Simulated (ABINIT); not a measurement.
A run of ABINIT 10.8.3 (patched build) is set up as follows.

run.py

```python
import json, os
import numpy as np
from ase.eos import EquationOfState
from ase.units import GPa
from ase.calculators.mixing import SumCalculator
from dftd3.ase import DFTD3
from ase.calculators.abinit import Abinit, AbinitProfile
from ase import Atoms

atoms = Atoms(['Te', 'Be'],
              cell=[[0.0, 2.77, 2.77], [2.77, 0.0, 2.77], [2.77, 2.77, 0.0]],
              scaled_positions=[[0.75, 0.75, 0.75], [0.0, 0.0, 0.0]],
              pbc=True)

profile = AbinitProfile(command='abinit', pp_paths=[os.path.abspath('pseudos')])
params = dict(
    pps='pawxml', xc='PBE',
    ecut=408.1708,
    pawecutdg=816.3416,
    kptopt=1,
    ngkpt=[8, 8, 8],
    nshiftk=1,
    shiftk=[0.0, 0.0, 0.0],
    ixc=-109134,
    nband=9,
    occopt=3,
    tsmear=0.05,
    nstep=100,
    tolvrs=1e-09,
    prtwf=0,
    prtden=0,
)

cell0 = atoms.cell.copy()
volumes, energies = [], []
for i, x in enumerate([0.94, 0.96, 0.98, 1.0, 1.02, 1.04, 1.06]):
    atoms.set_cell(cell0 * x ** (1 / 3), scale_atoms=True)
    atoms.calc = SumCalculator([Abinit(profile=profile, directory=f'v{i}', **params), DFTD3(method='pw91', damping='d3bj')])
    volumes.append(atoms.get_volume() / len(atoms))
    dft, disp = atoms.calc.mixer.calcs
    energies.append((dft.get_property('free_energy', atoms) + disp.get_property('energy', atoms)) / len(atoms))
    print(f'{x:5.2f} {volumes[-1]:10.5f} A^3/atom {energies[-1]:14.6f} eV/atom', flush=True)
    json.dump(dict(volumes=volumes, energies=energies), open('results.json', 'w'))
v0, e0, b0 = EquationOfState(volumes, energies, eos='sjeos').fit()
print(f'V0 {v0:.4f} A^3/atom  E0 {e0:.6f} eV/atom  B0 {b0 / GPa:.2f} GPa')
```

Potentials or basis: JTH PAW PBE v2.0.

Run with:

```sh
$ python run.py
```

Predict the equilibrium volume.

22.12 Å³/atom.

What does it give for the pressure derivative of the bulk modulus?

4.2 (rough: it moves with the points fitted).

Energy against volume, from the lowest point:
| volume (Å³/atom) | energy (meV/atom) |
| --- | --- |
| 19.979 | 46.53 |
| 20.404 | 28.88 |
| 20.829 | 15.60 |
| 21.254 | 7.16 |
| 21.679 | 1.75 |
| 22.104 | 0.00 |
| 22.529 | 1.53 |

Caveat: the cutoff is too short for stress, so the log's stress isn't used; pressures at fixed basis lie under the slope of the energies; the log and the count of SCF iterations are those of the last ABINIT call alone; the PAW data sets were made with another functional, which shifts forces and pressure a little. The run has no spin-orbit coupling, so splittings on Te are missing.
